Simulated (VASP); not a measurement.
# Bi (I4/mmm) in VASP: a series of runs

One crystal, Bi, is run at these levels: LDA; tasks: single point.

Program: VASP 6.6.1. These are calculated values, not measurements. Logs are shortened: lines on timing, memory, paths and dates and some standing lists are left out, and cuts for length are marked.

## (1) The structure

The structure is tetragonal, space group I4/mmm (No. 139). The conventional cell has a = 8.515 Å, b = 8.515 Å, c = 2.861 Å, α = 90.00°, β = 90.00°, γ = 90.00°. Around Bi (site symmetry 4/mmm) lie 2 Bi at 2.86 Å.

This isn't the form of Bi at room conditions, which is rhombohedral.

## (2) Single point, LDA

INCAR reads:

```
SYSTEM = Bi
PREC = Accurate
ENCUT = 520
EDIFF = 1E-6
ISMEAR = 0
SIGMA = 0.05
LREAL = .FALSE.
LASPH = .TRUE.
NELM = 100
ALGO = Fast
ISIF = 2
LWAVE = .FALSE.
LCHARG = .FALSE.
NBANDS = 14
```

KPOINTS reads:

```
Automatic mesh
0
G
  10 10 10
  0 0 0
```

POSCAR reads:

```
Bi
1.0
   -4.2574820000      4.2574820000      1.4305640000
    4.2574820000     -4.2574820000      1.4305640000
    4.2574820000      4.2574820000     -1.4305640000
Bi
1
Direct
    0.0000000000      0.0000000000      0.0000000000
```

Potentials or basis: VASP PAW LDA potentials, release 64 (Bi_d).

The run is started by

```sh
$ cat potpaw_LDA.64/Bi_d/POTCAR > POTCAR
$ mpirun -np 1 vasp_std > vasp.out
```

OUTCAR:

```text
SYSTEM = Bi
   PREC = Accurate
   ENCUT = 520
   EDIFF = 1E-6
   ISMEAR = 0
   LREAL = .FALSE.
   LASPH = .TRUE.
   NELM = 100
   ISIF = 2

 ion  position               nearest neighbor table
   1  0.000  0.000  0.000-

  LATTYP: Found a body centered tetragonal cell.
 ALAT       =     8.5149640000
 C/A-ratio  =     0.3360117553

  Lattice vectors:

 A1 = (  -4.2574820000,   4.2574820000,   1.4305640000)
 A2 = (   4.2574820000,  -4.2574820000,   1.4305640000)
 A3 = (   4.2574820000,   4.2574820000,  -1.4305640000)

Analysis of symmetry for initial positions (statically):
=====================================================================
 Subroutine PRICEL returns:
 Original cell was already a primitive cell.

 Routine SETGRP: Setting up the symmetry group for a
 body centered tetragonal supercell.

 Subroutine GETGRP returns: Found 16 space group operations
 (whereof 16 operations were pure point group operations)
 out of a pool of 16 trial point group operations.

The static configuration has the point symmetry D_4h.

Analysis of symmetry for dynamics (positions and initial velocities):
=====================================================================
 Subroutine PRICEL returns:
 Original cell was already a primitive cell.

 Routine SETGRP: Setting up the symmetry group for a
 body centered tetragonal supercell.

 Subroutine GETGRP returns: Found 16 space group operations
 (whereof 16 operations were pure point group operations)
 out of a pool of 16 trial point group operations.

The dynamic configuration has the point symmetry D_4h.

 Subroutine INISYM returns: Found 16 space group operations
 (whereof 16 operations are pure point group operations),
 and found     1 'primitive' translations

----------------------------------------------------------------------------------------

                                     Primitive cell

  volume of cell :     103.7225

  direct lattice vectors                    reciprocal lattice vectors
    -4.257482000  4.257482000  1.430564000     0.000000000  0.117440309  0.349512500
     4.257482000 -4.257482000  1.430564000     0.117440309  0.000000000  0.349512500
     4.257482000  4.257482000 -1.430564000     0.117440309  0.117440309  0.000000000

  length of vectors
     6.188603988  6.188603988  6.188603988     0.368715627  0.368715627  0.166085677

  position of ions in fractional coordinates (direct lattice)
     0.000000000  0.000000000  0.000000000

  ion indices of the primitive-cell ions
   primitive index   ion index
                 1           1

----------------------------------------------------------------------------------------

 KPOINTS: Automatic mesh

Automatic generation of k-mesh.
 Grid dimensions read from file:
 generate k-points for:   10   10   10

 Generating k-lattice:

  Cartesian coordinates                     Fractional coordinates (reciprocal lattice)
     0.000000000  0.011744031  0.034951250     0.100000000  0.000000000 -0.000000000
     0.011744031  0.000000000  0.034951250     0.000000000  0.100000000 -0.000000000
     0.011744031  0.011744031  0.000000000     0.000000000  0.000000000  0.100000000

  Length of vectors
     0.036871563  0.036871563  0.016608568

  Shift w.r.t. Gamma in fractional coordinates (k-lattice)
     0.000000000  0.000000000  0.000000000

 Subroutine IBZKPT returns following result:
 ===========================================

 Found    102 irreducible k-points:

 Following reciprocal coordinates:
            Coordinates               Weight
  0.000000  0.000000  0.000000      1.000000
  0.100000 -0.000000  0.000000      8.000000
  0.200000 -0.000000  0.000000      8.000000
  0.300000  0.000000 -0.000000      8.000000
  0.400000  0.000000  0.000000      8.000000
  0.500000 -0.000000  0.000000      4.000000
[... 16 lines left out ...]
  0.300000  0.300000 -0.000000      8.000000
  0.400000  0.300000  0.000000     16.000000
 [... further k-points ...]
   k-points           NKPTS =    102   k-points in BZ     NKDIM =    102   number of bands    NBANDS=     14
   number of dos      NEDOS =    301   number of ions     NIONS =      1
   total plane-waves  NPLWV = 110592
   dimension x,y,z NGX =    48 NGY =   48 NGZ =   48
   dimension x,y,z NGXF=    96 NGYF=   96 NGZF=   96
   ions per type =               1
   NGX,Y,Z   is equivalent  to a cutoff of  12.89, 12.89, 12.89 a.u.
   NGXF,Y,Z  is equivalent  to a cutoff of  25.79, 25.79, 25.79 a.u.
 SYSTEM =  Bi
   PREC   = accura    normal or accurate (medium, high low for compatibility)
   ISTART =      0    job   : 0-new  1-cont  2-samecut
   ICHARG =      2    charge: 1-file 2-atom 10-const
   ISPIN  =      1    spin polarized calculation?
   LNONCOLLINEAR =      F non collinear calculations
   LSORBIT =      F    spin-orbit coupling
   LASPH  =      T    aspherical Exc in radial PAW
   ENCUT  =  520.0 eV  38.22 Ry    6.18 a.u.  11.51 11.51 11.51*2*pi/ulx,y,z
   NELM   =    100;   NELMIN=  2; NELMDL= -5     # of ELM steps
   EDIFF  = 0.1E-05   stopping-criterion for ELM
   LREAL  =      F    real-space projection
   EDIFFG = 0.1E-04   stopping-criterion for IOM
   NSW    =      0    number of steps for IOM
   IBRION =     -1    ionic relax: 0-MD 1-quasi-New 2-CG
   NFREE  =      0    steps in history (QN), initial steepest desc. (CG)
   ISIF   =      2    stress and relaxation
   ISYM   =      2    0-nonsym 1-usesym 2-fastsym
   POTIM  = 0.5000    time-step for ionic-motion
   TEBEG  =    0.0;   TEEND  =   0.0 temperature during run
   PSTRESS=    0.0 pullay stress
   NELECT =      15.0000    total number of electrons
   NUPDOWN=      -1.0000    fix difference up-down
   EMIN   =  10.00;   EMAX   =-10.00  energy-range for DOS
   EFERMI =   0.00;   METHOD = LEGACY
   ISMEAR =     0;   SIGMA  =   0.05  broadening in eV -4-tet -1-fermi 0-gaus
   EFERMI_NEDOS =   21; number of points for ismear=-14 and -15
   IALGO  =     68    algorithm
   IMIX   =      4    mixing-type and parameters
     AMIX     =   0.40;   BMIX     =  1.00
     AMIX_MAG =   1.60;   BMIX_MAG =  1.00
  volume/ion in A,a.u.               =     103.72       699.95
  Fermi-wavevector in a.u.,A,eV,Ry     =   0.859306  1.623852 10.046624  0.738406
  Thomas-Fermi vector in A             =   1.976641
   LORBIT       =      0    0 simple, 1 ext, 2 COOP (PROOUT), +10 PAW based schemes
   GGA     = CA    functional components
   LHFCALC =     F    Hartree Fock is set to
   AEXX    =    0.0000 exact exchange contribution
   IVDW    =     0    specifies the selected vdW correction
   LEPSILON=     F    determine dielectric tensor
   LRPA    =     F    only Hartree local field effects (RPA)
 non-spin polarized calculation
 RMM-DIIS sequential band-by-band and
 Gauss-broadening in eV      SIGMA  =   0.05
  energy-cutoff  :      520.00
  volume of cell :      103.72
 maximum number of plane-waves:      2845
 NGX is ok and might be reduce to    48
   NGX = 23   NGY = 23   NGZ = 23

 number of electron      15.0000006 magnetization

 Free energy of the ion-electron system (eV)
  ---------------------------------------------------
  ext. energy  EPLUGINS =         0.00000000
  ---------------------------------------------------
  free energy    TOTEN  =        -3.05324110 eV

  energy without entropy =       -3.04629493  energy(sigma->0) =       -3.04976802

 E-fermi :  -1.1422     XC(G=0):  -5.1999

 val. band max:       -1.1488483931   @ k =  -0.3000  -0.4000   0.2000
 cond. band min:      -1.1392529143   @ k =  -0.2000   0.5000   0.2000
 fundamental gap:      0.0095954788
 Fermi energy:        -1.1421678745

 k-point     1 :       0.0000    0.0000    0.0000
  band No.  band energies     occupation
      1     -24.3914      2.00000
      2     -23.8071      2.00000
      3     -23.8070      2.00000
      4     -23.6784      2.00000
      5     -23.6784      2.00000
      6     -13.0663      2.00000
      7      -2.6458      2.00000
      8      -2.6458      2.00000
      9       1.4715      0.00000
     10       3.2921      0.00000
     11       5.9722      0.00000
     12       6.5657      0.00000
     13       6.5657      0.00000
     14       7.5022      0.00000

 k-point     2 :       0.1000   -0.0000    0.0000
  band No.  band energies     occupation
      1     -24.3067      2.00000
      2     -23.8038      2.00000
      3     -23.8036      2.00000
      4     -23.7093      2.00000
      5     -23.7093      2.00000
      6     -12.8837      2.00000
      7      -2.4438      2.00000
      8      -2.4415      2.00000
      9       1.6934      0.00000
     10       3.4979      0.00000
     11       5.4569      0.00000
     12       5.8764      0.00000
     13       6.7814      0.00000
     14       6.8030      0.00000

 k-point     3 :       0.2000   -0.0000    0.0000
  band No.  band energies     occupation
      1     -24.0834      2.00000
      2     -23.7951      2.00000
      3     -23.7949      2.00000
      4     -23.7895      2.00000
      5     -23.7895      2.00000
      6     -12.3276      2.00000
      7      -1.8616      2.00000
      8      -1.8532      2.00000
      9       2.0194      0.00000
     10       2.4670      0.00000
     11       4.1142      0.00000
     12       5.9087      0.00000
     13       7.3932      0.00000
     14       7.4048      0.00000
[... 324 lines left out ...]
 k-point    23 :       0.3000    0.3000   -0.0000
  band No.  band energies     occupation
      1     -23.9642      2.00000
      2     -23.9642      2.00000
      3     -23.7757      2.00000
      4     -23.7754      2.00000
      5     -23.5764      2.00000
      6     -10.1698      2.00000
      7      -3.8062      2.00000
      8      -0.1440      0.00000
      9       0.0538      0.00000
     10       5.4369      0.00000
     11       5.5202      0.00000
     12       6.3542      0.00000
     13       6.4849      0.00000
     14       8.5123      0.00000

 k-point    24 :       0.4000    0.3000    0.0000
  band No.  band energies     occupation
      1     -23.8869      2.00000
      2     -23.8869      2.00000
      3     -23.8043      2.00000
      4     -23.7844      2.00000
      5     -23.7841      2.00000
      6     -11.3858      2.00000
      7      -1.2364      1.99228
      8      -1.1262      0.65247
      9      -0.9353      0.00000
     10       4.3625      0.00000
     11       4.9905      0.00000
     12       6.2073      0.00000
     13       7.6771      0.00000
     14       7.8325      0.00000

 [... further k-points ...]

------------------------ aborting loop because EDIFF is reached ----------------------------------------

  FORCE on cell =-STRESS in cart. coord.  units (eV):
  Direction    XX          YY          ZZ          XY          YZ          ZX
  --------------------------------------------------------------------------------------
  -------------------------------------------------------------------------------------
  Total       -0.2421563     -0.2421563     -0.9330623      0.0000000     -0.0000000      0.0000000
  in kB       -3.7405325     -3.7405325    -14.4127983      0.0000000     -0.0000000      0.0000000
  external PRESSURE =      -7.2979544 kB  Pullay stress =       0.0000000 kB

 VOLUME and BASIS-vectors are now :
 -----------------------------------------------------------------------------
  energy-cutoff  :      520.00
  volume of cell :      103.72
      direct lattice vectors                 reciprocal lattice vectors
    -4.257482000  4.257482000  1.430564000     0.000000000  0.117440309  0.349512500
     4.257482000 -4.257482000  1.430564000     0.117440309  0.000000000  0.349512500
     4.257482000  4.257482000 -1.430564000     0.117440309  0.117440309  0.000000000

 POSITION                                       TOTAL-FORCE (eV/Angst)
 -----------------------------------------------------------------------------------
      0.00000      0.00000      0.00000         0.000000      0.000000      0.000000
 -----------------------------------------------------------------------------------
    total drift:                               -0.000000     -0.000000      0.000000

  FREE ENERGIE OF THE ION-ELECTRON SYSTEM (eV)
  ---------------------------------------------------
  free  energy   TOTEN  =        -3.0532410973 eV

  energy  without entropy=       -3.0462949348  energy(sigma->0) =       -3.04976802
```

Wall time 2.8 min (1 thread of AMD EPYC 9R45 (Zen 5), shared host); peak memory 0.28 GiB.

Results:

| Item | Value |
| --- | --- |
| Free energy | -3.0532 eV |
| Pressure | -0.7 GPa |
| Band gap on the k mesh | none (metal or under the smearing width) |

Stress tensor (GPa, compression positive):
```
-0.37  0.00  0.00
 0.00 -0.37  0.00
 0.00  0.00 -1.44
```

Levels at points of the mesh, in eV from the Fermi level:
| k point | band 5 | band 6 | band 7 | band 8 | band 9 | band 10 | band 11 | band 12 |
| --- | --- | --- | --- | --- | --- | --- | --- | --- |
| (0.00, 0.00, 0.00) | -22.54 | -11.92 | -1.50 | -1.50 | 2.61 | 4.43 | 7.11 | 7.71 |
| (0.50, 0.00, 0.00) | -22.35 | -8.24 | -3.95 | 1.71 | 1.72 | 5.94 | 6.14 | 7.98 |
| (0.50, 0.50, 0.00) | -22.54 | -11.92 | -1.87 | -1.47 | 3.66 | 4.86 | 5.67 | 7.47 |
| (0.50, 0.50, 0.50) | -22.54 | -11.91 | -1.81 | -1.81 | 3.79 | 6.27 | 6.27 | 6.85 |

Caveat: spin-orbit coupling is left out, which moves the levels of the heavy elements.

## (3) Single point, LDA

INCAR reads:

```
PREC = Accurate
ENCUT = 520
EDIFF = 1E-6
ISMEAR = 0
SIGMA = 0.05
LREAL = F
LASPH = T
NELM = 100
ALGO = Fast
ISIF = 2
LWAVE = F
LCHARG = F
NBANDS = 14
```

KPOINTS reads:

```
regular mesh
0
Gamma
  12 12 12
```

POSCAR is that of step 2.

Potentials or basis: VASP PAW LDA potentials, release 64 (Bi_d).

The run is started by

```sh
$ cat potpaw_LDA.64/Bi_d/POTCAR > POTCAR
$ mpirun -np 1 vasp_std > vasp.out
```

It took 4.7 min on 1 thread of AMD EPYC 9R45 (Zen 5), shared host; peak memory 0.35 GiB.

It converged, with:

```yaml
Free_energy: -3.1767 eV
Pressure: -0.4 GPa
Band_gap_on_the_k_mesh: none (metal or under the smearing width)
```

Stress tensor (GPa, compression positive):
```
-0.30  0.00  0.00
 0.00 -0.30  0.00
 0.00  0.00 -0.48
```

Levels at points of the mesh, in eV from the Fermi level:
```
           k point  band 6  band 7  band 8  band 9  band 10  band 11
(0.00, 0.00, 0.00)  -11.57   -1.21   -1.21    2.84     4.67     7.36
(0.50, 0.00, 0.00)   -7.90   -3.53    1.99    2.00     6.21     6.42
(0.50, 0.50, 0.00)  -11.56   -1.58   -1.17    3.89     5.09     5.90
(0.50, 0.50, 0.50)  -11.55   -1.52   -1.52    4.01     6.51     6.51
```

Caveat: spin-orbit coupling is left out, which moves the levels of the heavy elements.
